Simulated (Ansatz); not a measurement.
# Settings and field gradients in GaS

Cell: a COD entry, taken as it stands.

Space group P6_3/mmc (No. 194); a = 3.5850, c = 15.5000 Å, γ = 120.00°.

| site | Wyckoff | site symmetry | x | y | z |
| --- | --- | --- | --- | --- | --- |
| Ga | 4f | 3m. | 0.3333 | 0.6667 | 0.1700 |
| S | 4f | 3m. | 0.3333 | 0.6667 | 0.6000 |

One atom of each set is listed.

Reference run. Level of theory: DFT, PBE, plane waves and PAW, scalar-relativistic, 420 eV cutoff, Γ-centred 14×14×3 k-points, Fermi–Dirac smearing 0.02 eV (Ansatz 0.2.0).

It gives V_zz (10²¹ V/m²) Ga -7.39 (η 0.00), S -5.62 (η 0.00). Each of these runs changes the input as listed (caps on SCF iterations aside):

A. basis.ecutrho_ratio: not typed → 6; scf.lower_state_search: not typed → standard; hamiltonian.pseudopotentials: {kind: paw} → {kind: paw_fr}; magnetization: not typed → {noncollinear: true, spin_orbit: true}
B. hamiltonian.pseudopotentials: {kind: paw} → {kind: paw, source: ansatz}

Problem. How does each run end, and how far do the gradients move?

Solution. 

| run | Ga V_zz (η) | S V_zz (η) | largest change of a gradient tensor, all atoms | note |
| --- | --- | --- | --- | --- |
| A | -7.39 (0.00) | -5.62 (0.00) | 0.00 | converged |
| B | -7.52 (0.00) | -5.61 (0.00) | 0.13 | converged; another set of PAW files; cutoff taken 1020 eV |

Run B moves them most, on Ga (V_zz from -7.39 to -7.52).
